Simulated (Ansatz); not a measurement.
GeO$_{2}$:
Space group P4₂/mnm (No. 136); a = b = 4.4283 Å, c = 2.8844 Å, α = β = γ = 90.00°

```csv
atom,site,symmetry,x,y,z
Ge,2a,m.mm,0.0000,0.0000,0.0000
O,4f,m.2m,0.3063,0.3063,0.0000
```

Relaxed with PBEsol.

Question: Decompose the optical modes at the zone centre into irreducible representations, and say which are infrared and Raman allowed.

Answer: Point group 4/mmm: Γ_opt = A1g + A2g + A2u + B1g + 2B1u + B2g + Eg + 3Eu. Infrared: A2u, Eu. Raman: A1g, B1g, B2g, Eg.

Question: Assign frequencies (DFPT, DFT-PBEsol in the program Ansatz with PAW potentials; without the LO–TO term).

Answer: B1g 148, B1u 202, Eu 287, Eu 348, A2g 436, A2u 490, Eg 507, Eu 624, B1u 627, A1g 671, B2g 817 cm⁻¹.

Subscripts of B labels follow the axes of the standard setting.

Space group P4_2/mnm (rutile). The PBEsol relaxation kept the symmetry of its start.

Potentials: the earlier of the program's two PAW sets. The files were generated under PBE; for other functionals the program regenerates the frozen cores, and for LDA and PBEsol the local potential too.
